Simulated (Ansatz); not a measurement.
# Ru: the cost of one run

Method: DFT PBE, scalar-relativistic, plane waves, PAW, in Ansatz 0.2.0.

41 further runs of the same task are left out: 41 set aside as unsound or not needed.

## 1. The structure to begin with

The structure is cubic, space group Fm-3m (No. 225). The conventional cell has a = 3.810 Å, b = 3.810 Å, c = 3.810 Å, α = 90.00°, β = 90.00°, γ = 90.00°. Ru (site symmetry m-3m) has 12 Ru at 2.69 Å as nearest neighbours.

Structure file:

```
CELL_PARAMETERS angstrom
0.00000 1.90508 1.90508
1.90508 0.00000 1.90508
1.90508 1.90508 0.00000
ATOMIC_POSITIONS crystal
Ru 0.00000 0.00000 0.00000
```

It is the result of an earlier relaxation at this level (volume 13.83 Å³/atom; gap on the mesh: none (metal)).

## 2. The scan

The energy is mapped over two homogeneous strains (x along [1 0 0], y along [0 1 0], z along [0 0 1] of the conventional cell).

- equal engineering shear yz, xz and xy: 9 values from −7.00 to 7.00 %
- equal normal strain along x, y and z: 9 values from −5.00 to 5.00 %

Nothing else is relaxed (symmetry fixes all fractional coordinates). Energies count from the relaxed crystal. Points are written as (first, second).

## 3. Grid point (0.00 %, −5.00 %)

File input.yaml:

```yaml
crystal:
  lattice:
    - [0.0, 1.8098298373, 1.8098298373]
    - [1.8098298373, 0.0, 1.8098298373]
    - [1.8098298373, 1.8098298373, 0.0]
  atoms:
    - { symbol: Ru, position: [0.0, 0.0, 0.0] }
basis:
  ecutwfc: 420
kpoints:
  mp_grid: { grid: [20, 20, 20] }
hamiltonian:
  xc: pbe
scf:
  occupations: { method: gaussian, width: 0.15 }
output:
  forces: true
  stress: true
  eigenvalues: true
```

On the command line:

```
$ ansatz run input.yaml --threads 1 --pin off --max-ram 2048MiB --backend cpu --events-out ev --progress --plain --runs-dir out
```

Q: Estimate wall time and peak memory on 1 thread of Intel Xeon 6975P-C (Granite Rapids), shared host.

About 2.2 s, with a peak of 0.35 GiB.
